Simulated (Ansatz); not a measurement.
# Mg: the cost of one run

Program: Ansatz 0.2.0. Level of theory: DFT PBE, scalar-relativistic. These are calculated values, not measurements.

**1. The system as given**

The structure is cubic, space group Im-3m (No. 229). Conventional cell: a = 2.953 Å, b = 2.953 Å, c = 2.953 Å, α = 90.00°, β = 90.00°, γ = 90.00°. Mg (site symmetry m-3m) has 8 Mg at 2.56 Å as nearest neighbours.

Structure file:

```cif
data_structure
_symmetry_space_group_name_H-M 'Im-3m'
_symmetry_Int_Tables_number 229
_cell_length_a 2.9530
_cell_length_b 2.9530
_cell_length_c 2.9530
_cell_angle_alpha 90.000
_cell_angle_beta 90.000
_cell_angle_gamma 90.000
_cell_volume 25.75
loop_
_atom_site_label
_atom_site_type_symbol
_atom_site_symmetry_multiplicity
_atom_site_Wyckoff_symbol
_atom_site_fract_x
_atom_site_fract_y
_atom_site_fract_z
_atom_site_occupancy
Mg1 Mg 2 a 0.00000 0.00000 0.00000 1
```

The file gives the conventional cell by its symmetry; the runs use the cell typed in the input.

**2. The deformed structure**

Space group Im-3m before, I4/mmm after.

**3. Full-potential LAPW**

Contents of input.yaml:

```yaml
crystal:
  lattice:
    - [-1.4765, 1.4765, 1.432205]
    - [1.4765, -1.4765, 1.432205]
    - [1.4765, 1.4765, -1.432205]
  atoms:
    - { symbol: Mg, position: [0.0, 0.0, 0.0] }
kpoints:
  mp_grid: { grid: [16, 16, 16] }
  band_path:
    path:
      - [0.0, 0.0, 0.0]
      - [0.0, 0.0, 0.5]
      - [-0.5, 0.5, 0.5]
      - [0.0, 0.0, 0.0]
      - [0.485225, 0.485225, -0.485225]
      - [-0.485225, 0.514775, 0.485225]
      - [-0.5, 0.5, 0.5]
      - [0.0, 0.0, 0.5]
      - [0.25, 0.25, 0.25]
    npoints: 5
scf:
  occupations: { method: fermi_dirac, width: 0.05 }
hamiltonian:
  xc: pbe
  pseudopotentials: { kind: all_electron, lapw: { basis_error: 0.00025 } }
output:
  forces: true
  stress: true
  eigenvalues: true
```

The run is started by

```sh
ansatz run input.yaml --threads 1 --pin off --max-ram 3072MiB --backend cpu --events-out ev --progress --plain --runs-dir out
```

Q: Estimate wall time and peak memory on 1 thread of Arm Neoverse V2, shared host.

About 10 s, with a peak of 0.34 GiB.
